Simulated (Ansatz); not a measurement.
Consider the ligand exchange at the Si–C bond: `C[SiH2]C(F)(F)F` + `FCS` → `C[SiH2]SCF` + trifluoromethane.

Gas-phase electronic energies from Ansatz, PBE0-D4/def2-TZVP geometries. CBS: MP2 limit from def2 TZ/QZ plus the TZ coupled-cluster correction, frozen cores. This one scheme is used for every species. DFT in def2-TZVPP. B3LYP here is the variant with VWN-RPA as its local correlation; programs differ in this. One conformer a species, not always the lowest.

| level | ΔE (kcal/mol) | difference from CCSD(T)/CBS |
| --- | --- | --- |
| PBE-D4 | -19.9 | 0.9 |
| r2SCAN-D4 | -20.3 | 0.5 |
| PBE0-D4 | -21.4 | -0.6 |
| B3LYP-D4 | -19.9 | 0.9 |
| ωB97X-V | -19.6 | 1.2 |
| ωB97M-V | -19.6 | 1.2 |
| B2PLYP | -20.2 | 0.6 |
| PBE | -19.2 | 1.6 |
| r2SCAN | -20.1 | 0.7 |
| PBE0 | -20.8 | 0.0 |
| B3LYP | -18.7 | 2.1 |
| HF/def2-TZVPP | -21.6 | -0.8 |
| MP2/def2-TZVPP | -23.0 | -2.2 |
| SCS-MP2/def2-TZVPP | -21.8 | -1.0 |
| CCSD/def2-TZVPP | -20.9 | -0.1 |
| CCSD(T)/def2-TZVPP | -21.0 | -0.2 |
| HF/def2-QZVPP | -21.5 | -0.7 |
| MP2/def2-QZVPP | -22.8 | -2.0 |
| SCS-MP2/def2-QZVPP | -21.7 | -0.9 |
| HF/CBS(def2) | -21.4 | -0.6 |
| MP2/CBS(def2) | -22.8 | -2.0 |
| CCSD/CBS(def2) | -20.7 | 0.1 |
| CCSD(T)/CBS | -20.8 | 0 |

Largest T1 diagnostic among the species: 0.012.

From PBE to PBE0 (25 % exact exchange), in def2-TZVPP and without D4, ΔE moves by −1.6 kcal/mol. The D4 term adds −1.1 kcal/mol with B3LYP and −0.6 kcal/mol with PBE0; it sums over pairs of atoms, weighted by their polarisabilities, and B3LYP, whose exchange is more repulsive, gets the larger term.

CCSD(T)/CBS has its own doubt, a few kJ/mol and more with outer-core shells, so smaller differences from it don't rank the levels.
